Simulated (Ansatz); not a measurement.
H–F + `F[C](F)F`• → F• + trifluoromethane  (hydrogen abstraction from the F–H bond)

Isolated molecules relaxed with PBE0-D4/def2-TZVP in Ansatz; ΔE leaves out vibrations. CBS: MP2 limit from def2 TZ/QZ plus the TZ coupled-cluster correction, frozen cores. This one scheme is used for every species, atoms too. DFT in def2-TZVPP. B3LYP here is the variant with VWN-RPA as its local correlation; programs differ in this. HSE06 is defined as in plane-wave codes. No spin–orbit coupling; open shells (•) take unrestricted orbitals. Spin–orbit coupling would lower the free atoms: a little for F.

```json
{"level": "LDA (SPW92)", "ΔE (kcal/mol)": "42.8", "difference from CCSD(T)/CBS": "14.8"}
{"level": "PBE-D4", "ΔE (kcal/mol)": "33.9", "difference from CCSD(T)/CBS": "5.9"}
{"level": "revPBE-D4", "ΔE (kcal/mol)": "31.3", "difference from CCSD(T)/CBS": "3.3"}
{"level": "BLYP-D4", "ΔE (kcal/mol)": "32.0", "difference from CCSD(T)/CBS": "4.0"}
{"level": "r2SCAN-D4", "ΔE (kcal/mol)": "30.5", "difference from CCSD(T)/CBS": "2.5"}
{"level": "B97M-V", "ΔE (kcal/mol)": "25.0", "difference from CCSD(T)/CBS": "-3.0"}
{"level": "PBE0-D4", "ΔE (kcal/mol)": "27.9", "difference from CCSD(T)/CBS": "-0.1"}
{"level": "B3LYP-D4", "ΔE (kcal/mol)": "28.0", "difference from CCSD(T)/CBS": "0.0"}
{"level": "r2SCANh-D4", "ΔE (kcal/mol)": "28.7", "difference from CCSD(T)/CBS": "0.7"}
{"level": "r2SCAN0-D4", "ΔE (kcal/mol)": "26.2", "difference from CCSD(T)/CBS": "-1.8"}
{"level": "HSE06-D4", "ΔE (kcal/mol)": "28.0", "difference from CCSD(T)/CBS": "0.0"}
{"level": "CAM-B3LYP-D4", "ΔE (kcal/mol)": "28.2", "difference from CCSD(T)/CBS": "0.2"}
{"level": "ωB97X-V", "ΔE (kcal/mol)": "26.1", "difference from CCSD(T)/CBS": "-1.9"}
{"level": "ωB97M-V", "ΔE (kcal/mol)": "25.6", "difference from CCSD(T)/CBS": "-2.4"}
{"level": "B2PLYP", "ΔE (kcal/mol)": "27.6", "difference from CCSD(T)/CBS": "-0.4"}
{"level": "PBE-QIDH", "ΔE (kcal/mol)": "25.9", "difference from CCSD(T)/CBS": "-2.1"}
{"level": "PBE", "ΔE (kcal/mol)": "34.1", "difference from CCSD(T)/CBS": "6.1"}
{"level": "revPBE", "ΔE (kcal/mol)": "32.1", "difference from CCSD(T)/CBS": "4.1"}
{"level": "r2SCAN", "ΔE (kcal/mol)": "30.5", "difference from CCSD(T)/CBS": "2.5"}
{"level": "B3LYP", "ΔE (kcal/mol)": "28.3", "difference from CCSD(T)/CBS": "0.3"}
{"level": "r2SCANh", "ΔE (kcal/mol)": "28.8", "difference from CCSD(T)/CBS": "0.8"}
{"level": "r2SCAN0", "ΔE (kcal/mol)": "26.3", "difference from CCSD(T)/CBS": "-1.7"}
{"level": "BHLYP", "ΔE (kcal/mol)": "20.5", "difference from CCSD(T)/CBS": "-7.5"}
{"level": "CAM-B3LYP", "ΔE (kcal/mol)": "28.3", "difference from CCSD(T)/CBS": "0.3"}
{"level": "LC-ωPBE", "ΔE (kcal/mol)": "30.1", "difference from CCSD(T)/CBS": "2.1"}
{"level": "RPA@PBE/def2-TZVPP", "ΔE (kcal/mol)": "17.8", "difference from CCSD(T)/CBS": "-10.2"}
{"level": "HF/def2-SVP", "ΔE (kcal/mol)": "3.7", "difference from CCSD(T)/CBS": "-24.3"}
{"level": "MP2/def2-SVP", "ΔE (kcal/mol)": "24.6", "difference from CCSD(T)/CBS": "-3.4"}
{"level": "CCSD/def2-SVP", "ΔE (kcal/mol)": "19.1", "difference from CCSD(T)/CBS": "-8.9"}
{"level": "CCSD(T)/def2-SVP", "ΔE (kcal/mol)": "19.6", "difference from CCSD(T)/CBS": "-8.4"}
{"level": "HF/def2-TZVPP", "ΔE (kcal/mol)": "7.5", "difference from CCSD(T)/CBS": "-20.5"}
{"level": "MP2/def2-TZVPP", "ΔE (kcal/mol)": "30.7", "difference from CCSD(T)/CBS": "2.7"}
{"level": "SCS-MP2/def2-TZVPP", "ΔE (kcal/mol)": "25.9", "difference from CCSD(T)/CBS": "-2.1"}
{"level": "CCSD/def2-TZVPP", "ΔE (kcal/mol)": "23.8", "difference from CCSD(T)/CBS": "-4.2"}
{"level": "CCSD(T)/def2-TZVPP", "ΔE (kcal/mol)": "25.2", "difference from CCSD(T)/CBS": "-2.8"}
{"level": "HF/def2-QZVPP", "ΔE (kcal/mol)": "8.0", "difference from CCSD(T)/CBS": "-20.0"}
{"level": "MP2/def2-QZVPP", "ΔE (kcal/mol)": "32.5", "difference from CCSD(T)/CBS": "4.5"}
{"level": "HF/CBS(def2)", "ΔE (kcal/mol)": "8.0", "difference from CCSD(T)/CBS": "-20.0"}
{"level": "MP2/CBS(def2)", "ΔE (kcal/mol)": "33.5", "difference from CCSD(T)/CBS": "5.5"}
{"level": "CCSD/CBS(def2)", "ΔE (kcal/mol)": "26.6", "difference from CCSD(T)/CBS": "-1.4"}
{"level": "CCSD(T)/CBS", "ΔE (kcal/mol)": "28.0", "difference from CCSD(T)/CBS": "0"}
```

Largest T1 diagnostic among the species: 0.014.

From r2SCAN to r2SCAN0 (25 % exact exchange), in def2-TZVPP and without D4, ΔE moves by −4.2 kcal/mol. At CCSD(T), def2-SVP lies −8.4 kcal/mol from the extrapolated value and def2-TZVPP −2.8 kcal/mol. Leaving LDA and LC-ωPBE aside and taking each functional with its dispersion term where it has one, the values, not all of them listed here, spread over 13.5 kcal/mol, from BHLYP-D4 to PBE-D4. LDA lies +8.7 kcal/mol from PBE without D4.

CCSD(T)/CBS has its own doubt, a few kJ/mol and more with outer-core shells, so smaller differences from it don't rank the levels.
